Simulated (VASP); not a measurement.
KMgF3, 5 atoms in the cell. The structure is cubic, space group Pm-3m (No. 221). The conventional cell has a = 3.986 Å, b = 3.986 Å, c = 3.986 Å, α = 90.00°, β = 90.00°, γ = 90.00°. K (site symmetry m-3m) is surrounded by 12 F at 2.82 Å. Mg (site symmetry m-3m) is surrounded by 6 F at 1.99 Å. F (site symmetry 4/mmm) has 2 Mg at 1.99 Å as nearest neighbours. 

```yaml
Program: VASP 6.6.1
Task: band structure
Functional: HSE06
Potentials_or_basis: VASP PAW PBE potentials, release 64 (K_sv, Mg, F)
Cutoff: 520 eV
k_mesh: 4 × 4 × 4
Occupations: gaussian, width 0.02 eV
Spin: no spin polarisation
Ladder: gaps
Grid_for_exact_exchange_PRECFOCK: Fast
Screening_parameter: 0.2 1/A
Further_INCAR_settings: ALGO = Normal; EDIFF = 1e-06; NBANDS = 24
```

Potentials or basis: VASP PAW PBE potentials, release 64 (K_sv, Mg, F).

Launch:

```sh
$ cat potpaw_PBE.64/K_sv/POTCAR potpaw_PBE.64/Mg/POTCAR potpaw_PBE.64/F/POTCAR > POTCAR
$ cp INCAR.step1 INCAR
$ mpirun -np 4 vasp_std > vasp.out
$ cp INCAR.step2 INCAR
$ mpirun -np 4 vasp_std > vasp.out
```

Hardware: 4 MPI ranks on Intel(R) Xeon(R) 6975P-C (Granite Rapids) (shared host).

**Question.** Estimate the wall time of this run.

**Answer.** Run time: 5 min on 4 MPI ranks on Intel(R) Xeon(R) 6975P-C (Granite Rapids), on a shared host, peak memory 0.32 GiB a rank. Counts: scf iterations 58, k points 10.
